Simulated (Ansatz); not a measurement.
PbS, DFT, PBE, PAW with Ansatz's default frozen-core files, scalar-relativistic (Ansatz 0.2.0), run on 1 thread of Intel(R) Xeon(R) 6975P-C (Granite Rapids) on a shared host.

The cell is COD entry 2106944, as deposited and not checked against the literature; nothing was relaxed. The listed cell was then made from it by scaling, straining or moving an atom.

Command: `ansatz run input.yaml --threads 1 --pin off --max-ram 4096MiB --backend cpu --events-out ev --progress --plain --runs-dir out`

```yaml
crystal:
  lattice:
    - [2.9007586418, -2.8608060062, 0.0]
    - [2.9007586418, 2.8608060062, 0.0]
    - [-1.0654529404, 0.0, 11.5510369519]
  atoms:
    - { symbol: Pb, position: [0.7756, 0.7756, 0.63638] }
    - { symbol: Pb, position: [0.2244, 0.2244, 0.36362] }
    - { symbol: S, position: [0.2684, 0.2684, 0.5986] }
    - { symbol: S, position: [0.7316, 0.7316, 0.4014] }
kpoints:
  mp_grid: { grid: [7, 7, 3] }
scf:
  occupations: { method: fermi_dirac, width: 0.01 }
hamiltonian:
  xc: pbe
  pseudopotentials: { kind: paw }
output:
  forces: true
  stress: true
  eigenvalues: true
  efg: { contact_densities: true }
  write_density: true
  write_potential: true
  elf: true
  volumetric_format: npy
```

(1) How large is the problem that the program sets up?

(2) About how long does it take, and how much memory does it use?

(3) And the same cell and mesh by crystal-made all-electron datasets, asked for forces, stress, eigenvalues, efg, on the same hardware?

Answers

(1) 44 irreducible k-points, 3767 plane waves at Γ, 24 bands.

(2) 9.9 s of wall time for 7 SCF iterations, with a peak of 0.61 GiB. Times on shared machines scatter by tens of per cent.

(3) 12 s, peak memory 0.76 GiB.
